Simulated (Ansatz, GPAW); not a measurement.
This is a calculation of ZnS for GPAW 26.7.0 (ASE script). 

The input run.py:

```python
from ase import Atoms
from ase.dft.bandgap import bandgap
from ase.io import write
from ase.units import GPa
from gpaw import GPAW, PW

atoms = Atoms(['Zn', 'S'],
              cell=[[0.0, 2.702, 2.702],
                    [2.702, 0.0, 2.702],
                    [2.702, 2.702, 0.0]],
              scaled_positions=[[0.75, 0.75, 0.75],
                                [0.0, 0.0, 0.0]],
              pbc=True)

calc = GPAW(mode=PW(600),
            xc='PBE',
            kpts={'size': (9, 9, 9), 'gamma': True},
            occupations={'name': 'methfessel-paxton', 'order': 0, 'width': 0.03},
            nbands=18,
            convergence={'density': 1e-05, 'energy': 1e-05},
            maxiter=150,
            txt='gpaw.txt')
atoms.calc = calc
energy = atoms.get_potential_energy()
forces = atoms.get_forces()
stress = atoms.get_stress()
calc.write('gs.gpw')
write('result.traj', atoms)
print(f'Energy: {energy:.6f} eV')
print('Forces (eV/A):')
print(forces.round(4))
print('Stress (GPa):', (stress / GPa).round(3))
print('Fermi level:', round(calc.get_fermi_level(), 4), 'eV')
print(f'Gap: {bandgap(calc)[0]:.4f} eV, direct: {bandgap(calc, direct=True)[0]:.4f} eV')
```

Potentials or basis: GPAW PAW data sets (gpaw-data 1.2.1), pw.

Command:

```sh
$ OMP_NUM_THREADS=1 python run.py
```

Set up the same calculation for Ansatz 0.2.0. Potentials or basis there: Ansatz PAW, cutoff 420 eV.

As run (cutoffs and basis follow the program's own potentials, and thresholds, step limits or extra output files can differ):

File input.yaml:

```yaml
crystal:
  lattice:
    - [0.0, 2.702, 2.702]
    - [2.702, 0.0, 2.702]
    - [2.702, 2.702, 0.0]
  atoms:
    - { symbol: Zn, position: [0.75, 0.75, 0.75] }
    - { symbol: S, position: [0.0, 0.0, 0.0] }
hamiltonian:
  xc: pbe
  pseudopotentials: { kind: paw }
kpoints:
  mp_grid: { grid: [9, 9, 9] }
scf:
  occupations: { method: gaussian, width: 0.03 }
output:
  forces: true
  stress: true
  eigenvalues: true
```

Potentials or basis: Ansatz PAW.

Command:

```bash
$ ansatz run input.yaml --threads 2 --pin off --max-ram 5632MiB --backend cpu --events-out ev --progress --plain --runs-dir out
```

Both were run:

|  | GPAW | Ansatz |
| --- | --- | --- |
| Pressure | 1.6 GPa | 1.6 GPa |

Ansatz's pressure holds a Pulay term of +0.07 GPa for its cutoff of 420 eV, which the other run lacks.

Where Ansatz's input types no cutoff or centring, it takes its own default and a Γ-centred mesh.

Pressure is positive in compression.
